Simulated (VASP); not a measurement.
# Zn (P6_3/mmc) in VASP: further runs, part 2 of 2

VASP 6.6.1. Earlier steps stand in the parts before.

### 4 Equation of state, PBEsol, 15.02 Å³/atom (volume scaled by 0.98)

Input file INCAR:

```
SYSTEM = Zn
PREC = Accurate
ENCUT = 520
EDIFF = 1E-7
ISMEAR = -1
SIGMA = 0.05
LREAL = .False.
LASPH = .True.
NELM = 100
ALGO = Normal
ISIF = 2
LWAVE = .False.
LCHARG = .False.
GGA = PS
NBANDS = 19
```

Input file KPOINTS:

```
Automatic mesh
0
Gamma
  11 11 6
  0 0 0
```

Input file POSCAR:

```
Zn
1.0
    2.6520799970      0.0000000000      0.0000000000
   -1.3260399985      2.2967686502      0.0000000000
    0.0000000000      0.0000000000      4.9326701367
Zn
2
Direct
    0.6666666667      0.3333333333      0.7500000000
    0.3333333333      0.6666666667      0.2500000000
```

Command:

```console
> cat potpaw_PBE.64/Zn/POTCAR > POTCAR
> mpirun -np 1 vasp_std > vasp.out
```

Wall time 49 s (1 thread of Intel Xeon Platinum 8375C at 2.90GHz (Ice Lake), shared host); peak memory 0.16 GiB.

It converged, with:

- Free energy: -3.1372 eV
- Pressure: -4.0 GPa
- Band gap on the k mesh: none (metal or under the smearing width)

Caveat: the PAW data sets were made with another functional, which shifts forces and pressure a little.

### 5 Equation of state, PBEsol, 15.64 Å³/atom (volume scaled by 1.02)

INCAR is that of step 4.

KPOINTS is that of step 4.

Input file POSCAR:

```
Zn
1.0
    2.6876826345      0.0000000000      0.0000000000
   -1.3438413173      2.3276014388      0.0000000000
    0.0000000000      0.0000000000      4.9988883757
Zn
2
Direct
    0.6666666667      0.3333333333      0.7500000000
    0.3333333333      0.6666666667      0.2500000000
```

Command:

```console
> cat potpaw_PBE.64/Zn/POTCAR > POTCAR
> mpirun -np 1 vasp_std > vasp.out
```

Wall time 37 s (1 thread of Intel Xeon Platinum 8375C at 2.90GHz (Ice Lake), shared host); peak memory 0.16 GiB.

It converged, with:

| Quantity | Value |
| --- | --- |
| Free energy | -3.0969 eV |
| Pressure | -6.5 GPa |
| Band gap on the k mesh | none (metal or under the smearing width) |

Caveat: the PAW data sets were made with another functional, which shifts forces and pressure a little.

### 6 Equation of state, PBEsol, 15.94 Å³/atom (volume scaled by 1.04)

INCAR is that of step 5.

KPOINTS is that of step 5.

Input file POSCAR:

```
Zn
1.0
    2.7051356082      0.0000000000      0.0000000000
   -1.3525678041      2.3427161574      0.0000000000
    0.0000000000      0.0000000000      5.0313495994
Zn
2
Direct
    0.6666666667      0.3333333333      0.7500000000
    0.3333333333      0.6666666667      0.2500000000
```

Potentials or basis: VASP PAW PBE potentials, release 64 (Zn).

Command:

```console
> cat potpaw_PBE.64/Zn/POTCAR > POTCAR
> mpirun -np 1 vasp_std > vasp.out
```

Run time: 37 s. Hardware: 1 thread of Intel Xeon Platinum 8375C at 2.90GHz (Ice Lake), shared host; peak memory 0.16 GiB.

It converged, with:

* Free energy: -3.0701 eV
* Pressure: -7.5 GPa
* Band gap on the k mesh: none (metal or under the smearing width)

Caveat: the PAW data sets were made with another functional, which shifts forces and pressure a little.

### 7 Equation of state, PBEsol, 16.25 Å³/atom (volume scaled by 1.06)

INCAR is that of step 6.

KPOINTS is that of step 6.

Input file POSCAR:

```
Zn
1.0
    2.7223662359      0.0000000000      0.0000000000
   -1.3611831179      2.3576383187      0.0000000000
    0.0000000000      0.0000000000      5.0633972761
Zn
2
Direct
    0.6666666667      0.3333333333      0.7500000000
    0.3333333333      0.6666666667      0.2500000000
```

Command:

```console
> cat potpaw_PBE.64/Zn/POTCAR > POTCAR
> mpirun -np 1 vasp_std > vasp.out
```

It took 40 s on 1 thread of Intel Xeon Platinum 8375C at 2.90GHz (Ice Lake), shared host; peak memory 0.16 GiB.

It converged, with:

* Free energy: -3.0398 eV
* Pressure: -8.4 GPa
* Band gap on the k mesh: none (metal or under the smearing width)

Caveat: the PAW data sets were made with another functional, which shifts forces and pressure a little.

### 8 Equation of state, PBEsol

Potentials or basis: VASP PAW PBE potentials, release 64 (Zn).

This step only gathers the single runs of the series.

Results:

```
Equilibrium volume                        : 14.30 Å³/atom (rough: see the caveat)
Bulk modulus at fixed shape and positions : 91 GPa (rough)
```

Energy against volume, from the lowest point:
| volume (Å³/atom) | energy (meV/atom) |
| --- | --- |
| 14.410 | 0.00 |
| 14.716 | 2.99 |
| 15.023 | 9.11 |
| 15.330 | 17.98 |
| 15.636 | 29.25 |
| 15.943 | 42.63 |
| 16.249 | 57.82 |

Caveat: the minimum lies outside the volumes run; the cell was scaled at fixed shape and fractional positions, which overstates the stiffness of a crystal with free parameters, most of all of layers and chains; the PAW data sets were made with another functional, which shifts forces and pressure a little.

### 9 Equation of state, PBE, 14.41 Å³/atom (volume scaled by 0.94)

Input file INCAR:

```
SYSTEM = Zn
PREC = Accurate
ENCUT = 520
EDIFF = 1E-7
ISMEAR = -1
SIGMA = 0.05
LREAL = .FALSE.
LASPH = .TRUE.
NELM = 100
ALGO = Normal
ISIF = 2
LWAVE = .FALSE.
LCHARG = .FALSE.
GGA = PE
NBANDS = 19
```

Input file KPOINTS:

```
regular mesh
0
G
  11 11 6
  0 0 0
```

Input file POSCAR:

```
Zn
1.0
    2.6154949103      0.0000000000      0.0000000000
   -1.3077474551      2.2650850358      0.0000000000
    0.0000000000      0.0000000000      4.8646246159
Zn
2
Direct
    0.6666666667      0.3333333333      0.7500000000
    0.3333333333      0.6666666667      0.2500000000
```

Potentials or basis: VASP PAW PBE potentials, release 64 (Zn).

Command:

```console
> cat potpaw_PBE.64/Zn/POTCAR > POTCAR
> mpirun -np 1 vasp_std > vasp.out
```

Run time: 35 s. Hardware: 1 thread of Intel Xeon Platinum 8488C (Sapphire Rapids), shared host; peak memory 0.15 GiB.

The run converged. Its results:

```
Free energy            : -2.1787 eV
Pressure               : 4.9 GPa
Band gap on the k mesh : none (metal or under the smearing width)
```

### 10 Equation of state, PBE, 14.72 Å³/atom (volume scaled by 0.96)

Input file INCAR:

```
ALGO = Normal ; EDIFF = 1E-7
ENCUT = 520 ; GGA = PE
ISIF = 2 ; ISMEAR = -1
LASPH = True ; LCHARG = False
LREAL = False ; LWAVE = False
NBANDS = 19 ; NELM = 80
PREC = Accurate ; SIGMA = 0.05
```

Input file KPOINTS:

```
k-points
0
Gamma
  11 11 6
```

Input file POSCAR:

```
Zn
1.0
    2.6339144954      0.0000000000      0.0000000000
   -1.3169572477      2.2810368644      0.0000000000
    0.0000000000      0.0000000000      4.8988836645
Zn
2
Direct
    0.6666666667      0.3333333333      0.7500000000
    0.3333333333      0.6666666667      0.2500000000
```

Command:

```console
> cat potpaw_PBE.64/Zn/POTCAR > POTCAR
> mpirun -np 1 vasp_std > vasp.out
```

Wall time 28 s (1 thread of Intel Xeon Platinum 8488C (Sapphire Rapids), shared host); peak memory 0.15 GiB.

Results (log left out):

- Free energy: -2.1935 eV
- Pressure: 2.9 GPa
- Band gap on the k mesh: none (metal or under the smearing width)

### 11 Equation of state, PBE, 15.02 Å³/atom (volume scaled by 0.98)

Input file INCAR:

```
SYSTEM = Zn
  PREC = Accurate
  ENCUT = 520
  EDIFF = 1E-7
  ISMEAR = -1
  SIGMA = 0.05
  LREAL = .FALSE.
  LASPH = .TRUE.
  NELM = 80
  ALGO = Normal
  ISIF = 2
  LWAVE = .FALSE.
  LCHARG = .FALSE.
  GGA = PE
  NBANDS = 19
```

Input file KPOINTS:

```
regular mesh
0
G
  11 11 6
  0 0 0
```

Input file POSCAR:

```
Zn
1.0
    2.6520799970      0.0000000000      0.0000000000
   -1.3260399985      2.2967686502      0.0000000000
    0.0000000000      0.0000000000      4.9326701367
Zn
2
Direct
    0.6666666667      0.3333333333      0.7500000000
    0.3333333333      0.6666666667      0.2500000000
```

Command:

```console
> cat potpaw_PBE.64/Zn/POTCAR > POTCAR
> mpirun -np 1 vasp_std > vasp.out
```

Run time: 36 s. Hardware: 1 thread of Intel Xeon Platinum 8488C (Sapphire Rapids), shared host; peak memory 0.15 GiB.

The run converged. Its results:

- Free energy: -2.2012 eV
- Pressure: 1.2 GPa
- Band gap on the k mesh: none (metal or under the smearing width)

### 12 Equation of state, PBE, 15.64 Å³/atom (volume scaled by 1.02)

Input file INCAR:

```
PREC = Accurate
ENCUT = 520
EDIFF = 1E-7
ISMEAR = -1
SIGMA = 0.05
LREAL = False
LASPH = True
NELM = 80
ALGO = Normal
ISIF = 2
LWAVE = False
LCHARG = False
GGA = PE
NBANDS = 19
```

Input file KPOINTS:

```
Automatic mesh
0
Gamma
  11 11 6
```

Input file POSCAR:

```
Zn
1.0
    2.6876826345      0.0000000000      0.0000000000
   -1.3438413173      2.3276014388      0.0000000000
    0.0000000000      0.0000000000      4.9988883757
Zn
2
Direct
    0.6666666667      0.3333333333      0.7500000000
    0.3333333333      0.6666666667      0.2500000000
```

Potentials or basis: VASP PAW PBE potentials, release 64 (Zn).

Command:

```console
> cat potpaw_PBE.64/Zn/POTCAR > POTCAR
> mpirun -np 1 vasp_std > vasp.out
```

It took 30 s on 1 thread of Intel Xeon Platinum 8488C (Sapphire Rapids), shared host; peak memory 0.15 GiB.

It converged, with:

| Item | Value |
| --- | --- |
| Free energy | -2.1987 eV |
| Pressure | -1.7 GPa |
| Band gap on the k mesh | none (metal or under the smearing width) |

### 13 Equation of state, PBE, 15.94 Å³/atom (volume scaled by 1.04)

Input file INCAR:

```
SYSTEM = Zn
ALGO     = Normal         ! electronic algorithm
EDIFF    = 1E-7           ! SCF threshold, eV
ENCUT    = 520            ! plane-wave cutoff, eV
GGA      = PE             ! functional
ISIF     = 2              ! what is computed and relaxed
ISMEAR   = -1             ! smearing method
LASPH    = .TRUE.         ! aspherical terms in the spheres
LCHARG   = .FALSE.        ! write CHGCAR
LREAL    = .FALSE.        ! projectors in reciprocal space
LWAVE    = .FALSE.        ! write WAVECAR
NBANDS   = 19             ! bands
NELM     = 60             ! most SCF steps
PREC     = Accurate       ! precision mode
SIGMA    = 0.05           ! smearing width, eV
```

Input file KPOINTS:

```
k-points
0
G
  11 11 6
  0 0 0
```

Input file POSCAR:

```
Zn
1.0
    2.7051356082      0.0000000000      0.0000000000
   -1.3525678041      2.3427161574      0.0000000000
    0.0000000000      0.0000000000      5.0313495994
Zn
2
Direct
    0.6666666667      0.3333333333      0.7500000000
    0.3333333333      0.6666666667      0.2500000000
```

Command:

```console
> cat potpaw_PBE.64/Zn/POTCAR > POTCAR
> mpirun -np 1 vasp_std > vasp.out
```

Wall time 26 s (1 thread of Intel Xeon Platinum 8488C (Sapphire Rapids), shared host); peak memory 0.16 GiB.

Results (log left out):

```
Free energy            : -2.1898 eV
Pressure               : -2.9 GPa
Band gap on the k mesh : none (metal or under the smearing width)
```

### 14 Equation of state, PBE, 16.25 Å³/atom (volume scaled by 1.06)

Input file INCAR:

```
SYSTEM = Zn
  PREC = Accurate
  ENCUT = 520
  EDIFF = 1E-7
  ISMEAR = -1
  SIGMA = 0.05
  LREAL = .FALSE.
  LASPH = .TRUE.
  NELM = 60
  ALGO = Normal
  ISIF = 2
  LWAVE = .FALSE.
  LCHARG = .FALSE.
  GGA = PE
  NBANDS = 19
```

Input file KPOINTS:

```
Automatic mesh
0
G
  11 11 6
  0 0 0
```

Input file POSCAR:

```
Zn
1.0
    2.7223662359      0.0000000000      0.0000000000
   -1.3611831179      2.3576383187      0.0000000000
    0.0000000000      0.0000000000      5.0633972761
Zn
2
Direct
    0.6666666667      0.3333333333      0.7500000000
    0.3333333333      0.6666666667      0.2500000000
```

Command:

```console
> cat potpaw_PBE.64/Zn/POTCAR > POTCAR
> mpirun -np 1 vasp_std > vasp.out
```

Wall time 36 s (1 thread of Intel Xeon Platinum 8488C (Sapphire Rapids), shared host); peak memory 0.15 GiB.

Results (log left out):

```
Free energy            : -2.1767 eV
Pressure               : -3.9 GPa
Band gap on the k mesh : none (metal or under the smearing width)
```

### 15 Equation of state, PBE

Potentials or basis: VASP PAW PBE potentials, release 64 (Zn).

This step only gathers the single runs of the series.

Results:

```
Equilibrium volume                        : 15.25 Å³/atom
Bulk modulus at fixed shape and positions : 74 GPa
Pressure derivative of the bulk modulus   : 5.2
```

Energy against volume, from the lowest point:
| volume (Å³/atom) | energy (meV/atom) |
| --- | --- |
| 14.410 | 12.02 |
| 14.716 | 4.62 |
| 15.023 | 0.75 |
| 15.330 | 0.00 |
| 15.636 | 2.01 |
| 15.943 | 6.45 |
| 16.249 | 13.02 |

Caveat: the cell was scaled at fixed shape and fractional positions, which overstates the stiffness of a crystal with free parameters, most of all of layers and chains.
